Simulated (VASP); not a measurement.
# AlN (Fm-3m) in VASP: Born charges and dielectric tensor with LDA

Aim: the Born charges and dielectric tensor of AlN with LDA.

Program: VASP 6.6.1. These are calculated values, not measurements. Logs are shortened: lines on timing, memory, paths and dates and some standing lists are left out, and cuts for length are marked.

## 1. The crystal as given

The structure is cubic, space group Fm-3m (No. 225). Conventional cell: a = 4.091 Å, b = 4.091 Å, c = 4.091 Å, α = 90.00°, β = 90.00°, γ = 90.00°. Around Al (site symmetry m-3m) lie 6 N at 2.05 Å. N (site symmetry m-3m) is surrounded by 6 Al at 2.05 Å.

Measurements of this composition are mostly on another form, of space group No. 186.

## 2. Born charges and dielectric tensor, LDA

File INCAR:

```
  PREC = Accurate
  ENCUT = 600
  EDIFF = 1E-8
  ISMEAR = 0
  SIGMA = 0.02
  LREAL = False
  LASPH = True
  NELM = 100
  ALGO = Fast
  ISIF = 2
  LWAVE = False
  LCHARG = False
  LEPSILON = True
  IBRION = 8
  NSW = 1
```

File KPOINTS:

```
Automatic mesh
0
Gamma
  10 10 10
```

File POSCAR:

```
AlN
1.0
    0.0000000000      2.0455400000      2.0455400000
    2.0455400000      0.0000000000      2.0455400000
    2.0455400000      2.0455400000      0.0000000000
Al N
1 1
Direct
    0.5000000000      0.5000000000      0.5000000000
    0.0000000000      0.0000000000      0.0000000000
```

Potentials or basis: VASP PAW LDA potentials, release 64 (Al, N).

Started as:

```console
$ cat potpaw_LDA.64/Al/POTCAR potpaw_LDA.64/N/POTCAR > POTCAR
$ mpirun -np 1 vasp_std > vasp.out
```

OUTCAR:

```text
PREC = Accurate
   ENCUT = 600
   EDIFF = 1E-8
   ISMEAR = 0
   LREAL = False
   LASPH = True
   NELM = 100
   ISIF = 2
   LEPSILON = True
   IBRION = 8
   NSW = 1

 ion  position               nearest neighbor table
   1  0.500  0.500  0.500-   2 2.05   2 2.05   2 2.05   2 2.05   2 2.05   2 2.05
   2  0.000  0.000  0.000-   1 2.05   1 2.05   1 2.05   1 2.05   1 2.05   1 2.05

  LATTYP: Found a face centered cubic cell.
 ALAT       =     4.0910800000

  Lattice vectors:

 A1 = (   0.0000000000,   2.0455400000,   2.0455400000)
 A2 = (   2.0455400000,   0.0000000000,   2.0455400000)
 A3 = (   2.0455400000,   2.0455400000,   0.0000000000)

Analysis of symmetry for initial positions (statically):
=====================================================================
 Subroutine PRICEL returns:
 Original cell was already a primitive cell.

 Routine SETGRP: Setting up the symmetry group for a
 face centered cubic supercell.

 Subroutine GETGRP returns: Found 48 space group operations
 (whereof 48 operations were pure point group operations)
 out of a pool of 48 trial point group operations.

The static configuration has the point symmetry O_h .

Analysis of symmetry for dynamics (positions and initial velocities):
=====================================================================
 Subroutine PRICEL returns:
 Original cell was already a primitive cell.

 Routine SETGRP: Setting up the symmetry group for a
 face centered cubic supercell.

 Subroutine GETGRP returns: Found 48 space group operations
 (whereof 48 operations were pure point group operations)
 out of a pool of 48 trial point group operations.

The dynamic configuration has the point symmetry O_h .

 Subroutine INISYM returns: Found 48 space group operations
 (whereof 48 operations are pure point group operations),
 and found     1 'primitive' translations

----------------------------------------------------------------------------------------

                                     Primitive cell

  volume of cell :      17.1180

  direct lattice vectors                    reciprocal lattice vectors
     0.000000000  2.045540000  2.045540000    -0.244434233  0.244434233  0.244434233
     2.045540000  0.000000000  2.045540000     0.244434233 -0.244434233  0.244434233
     2.045540000  2.045540000  0.000000000     0.244434233  0.244434233 -0.244434233

  length of vectors
     2.892830410  2.892830410  2.892830410     0.423372510  0.423372510  0.423372510

  position of ions in fractional coordinates (direct lattice)
     0.500000000  0.500000000  0.500000000
     0.000000000  0.000000000  0.000000000

  ion indices of the primitive-cell ions
   primitive index   ion index
                 1           1
                 2           2

----------------------------------------------------------------------------------------

 KPOINTS: Automatic mesh

Automatic generation of k-mesh.
 Grid dimensions read from file:
 generate k-points for:   10   10   10

 Generating k-lattice:

[... 413 lines left out ...]

 Free energy of the ion-electron system (eV)
  ---------------------------------------------------
  ---------------------------------------------------
  free energy    TOTEN  =        -0.21286860 eV

  energy without entropy =       -0.21286860

------------------------ aborting loop because EDIFF is reached ----------------------------------------

--------------------------------------- Ionic step        2  -------------------------------------------

------------------------ aborting loop because EDIFF is reached ----------------------------------------

--------------------------------------- Ionic step        3  -------------------------------------------

------------------------ aborting loop because EDIFF is reached ----------------------------------------

 PIEZOELECTRIC TENSOR FIELD DIRECTION 3  (e Angst)
 -----------------------------------------------------------------------------
     0.00006  0.00000  0.00000           ( -0.00001  0.00000  0.00000)
     0.00000  0.00006 -0.00000           (  0.00000 -0.00001  0.00000)
     0.00000  0.00000 -0.00045           (  0.00000  0.00000 -0.00002)

 PIEZOELECTRIC TENSOR FIELD DIRECTION 3  (C/m^2)
 -----------------------------------------------------------------------------
     0.00006  0.00000  0.00000
     0.00000  0.00006 -0.00000
     0.00000  0.00000 -0.00042

--------------------------------------- Ionic step        4  -------------------------------------------

------------------------ aborting loop because EDIFF is reached ----------------------------------------

[... ionic steps 5 to 6 ...]

--------------------------------------- Ionic step        7  -------------------------------------------

 Free energy of the ion-electron system (eV)
  ---------------------------------------------------
  ---------------------------------------------------
  free energy    TOTEN  =        -0.23200807 eV

  energy without entropy =       -0.23200807

------------------------ aborting loop because EDIFF is reached ----------------------------------------

 INTERNAL STRAIN TENSOR  FOR ION    2  DIRECTION 1   (eV/Angst):
 -----------------------------------------------------------------------------
    -0.02180  0.00000  0.00000
     0.00000  0.01499 -0.00000
    -0.00000 -0.00000  0.01499

 MACROSCOPIC STATIC DIELECTRIC TENSOR (including local field effects in DFT)
 ------------------------------------------------------
           5.230523    -0.000000     0.000000
          -0.000000     5.230523    -0.000000
           0.000000    -0.000000     5.230523
 ------------------------------------------------------

 PIEZOELECTRIC TENSOR (including local field effects)  for field in x, y, z        (e  Angst)
          XX          YY          ZZ          XY          YZ          ZX
  --------------------------------------------------------------------------------
  x     0.00000     0.00000     0.00000     0.00000     0.00000     0.00000
  y     0.00000     0.00000     0.00000     0.00000     0.00000     0.00000
  z     0.00000     0.00000     0.00000     0.00000     0.00000     0.00000

 PIEZOELECTRIC TENSOR (including local field effects)  for field in x, y, z        (C/m^2)
          XX          YY          ZZ          XY          YZ          ZX
  --------------------------------------------------------------------------------
  x     0.00000     0.00000     0.00000     0.00000     0.00000     0.00000
  y     0.00000     0.00000     0.00000     0.00000     0.00000     0.00000
  z     0.00000     0.00000     0.00000     0.00000     0.00000     0.00000

 BORN EFFECTIVE CHARGES (including local field effects) (in |e|, cummulative output)
 ---------------------------------------------------------------------------------
 ion    1
    1     2.98947     0.00000    -0.00000
    2    -0.00000     2.98947    -0.00000
    3    -0.00000    -0.00000     2.98947
 ion    2
    1    -2.98947    -0.00000     0.00000
    2     0.00000    -2.98947     0.00000
    3     0.00000     0.00000    -2.98947

 INTERNAL STRAIN TENSOR FOR ION    2 for displacements in x,y,z  (eV/Angst):
          X           Y           Z          XY          YZ          ZX
  --------------------------------------------------------------------------------
  x     0.00000     0.00000     0.00000     0.00000     0.00000     0.00000
  y     0.00000     0.00000     0.00000     0.00000     0.00000     0.00000
  z     0.00000     0.00000     0.00000     0.00000     0.00000     0.00000

 SECOND DERIVATIVES (NOT SYMMETRIZED)
 ------------------------------------
               1X          1Y          1Z          2X          2Y          2Z
  1X    -5.700604    0.000000    0.000000    5.700604    0.000000    0.000000
  1Y     0.000000   -5.700604    0.000000    0.000000    5.700604    0.000000
  1Z     0.000000    0.000000   -5.700604    0.000000    0.000000    5.700604
  2X     5.704444    0.000000    0.000000   -5.704444    0.000000    0.000000
  2Y     0.000000    5.704444    0.000000    0.000000   -5.704444    0.000000
  2Z     0.000000    0.000000    5.704444    0.000000    0.000000   -5.704444

 Eigenvectors and eigenvalues of the dynamical matrix
 ----------------------------------------------------

   1 f  =   12.296895 THz    77.263670 2PiTHz  410.180266 cm-1    50.855849 meV
             X         Y         Z           dx          dy          dz
      2.045540  2.045540  2.045540     0.000000    0.584368    0.000000
      0.000000  0.000000  0.000000    -0.000000   -0.811489    0.000000
[... 21 lines left out ...]
   6 f/i=    0.001963 THz     0.012334 2PiTHz    0.065481 cm-1     0.008119 meV
             X         Y         Z           dx          dy          dz
      2.045540  2.045540  2.045540    -0.304660    0.752127    0.000000
      0.000000  0.000000  0.000000    -0.219392    0.541621    0.000000

--------------------------------------------------------------------------------------------------------

 MACROSCOPIC STATIC DIELECTRIC TENSOR IONIC CONTRIBUTION
 ------------------------------------------------------
          16.566607    -0.000000    -0.000000
          -0.000000    16.566607     0.000000
          -0.000000     0.000000    16.566607
 ------------------------------------------------------

 ELASTIC MODULI CONTR FROM IONIC RELAXATION (kBar)
 Direction    XX          YY          ZZ          XY          YZ          ZX
 --------------------------------------------------------------------------------
 XX           0.0000      0.0000      0.0000      0.0000      0.0000      0.0000
 YY           0.0000      0.0000      0.0000      0.0000      0.0000      0.0000
 ZZ           0.0000      0.0000      0.0000      0.0000      0.0000      0.0000
 XY           0.0000      0.0000      0.0000      0.0000      0.0000      0.0000
 YZ           0.0000      0.0000      0.0000      0.0000      0.0000      0.0000
 ZX           0.0000      0.0000      0.0000      0.0000      0.0000      0.0000
 --------------------------------------------------------------------------------

 PIEZOELECTRIC TENSOR IONIC CONTR  for field in x, y, z        (C/m^2)
          XX          YY          ZZ          XY          YZ          ZX
  --------------------------------------------------------------------------------
  x     0.00000     0.00000     0.00000     0.00000     0.00000     0.00000
  y     0.00000     0.00000     0.00000     0.00000     0.00000     0.00000
  z     0.00000     0.00000     0.00000     0.00000     0.00000     0.00000
```

Run time: 33 s. Hardware: 1 thread of Intel Xeon 6975P-C (Granite Rapids), shared host; peak memory 0.17 GiB.

Results:

* Band gap on the k mesh: 4.13 eV, indirect (least direct gap 5.27 eV)
* Electronic dielectric tensor (diagonal): 5.23
* Born charges (mean of the diagonal): Al +2.99; N -2.99 e
* Highest phonon frequency at Γ, LO-TO splitting left out: 410 cm⁻¹

Phonon frequencies in cm⁻¹ (negative: imaginary):
```tsv
q point	frequencies
(0.000, 0.000, 0.000)	0 0 0 410 410 410
```

Electronic dielectric tensor:
```
5.23 0.00 0.00
0.00 5.23 0.00
0.00 0.00 5.23
```

Born effective charge tensors (e):
atom 1, Al
```
2.99 0.00 0.00
0.00 2.99 0.00
0.00 0.00 2.99
```
atom 2, N
```
-2.99  0.00  0.00
 0.00 -2.99  0.00
 0.00  0.00 -2.99
```
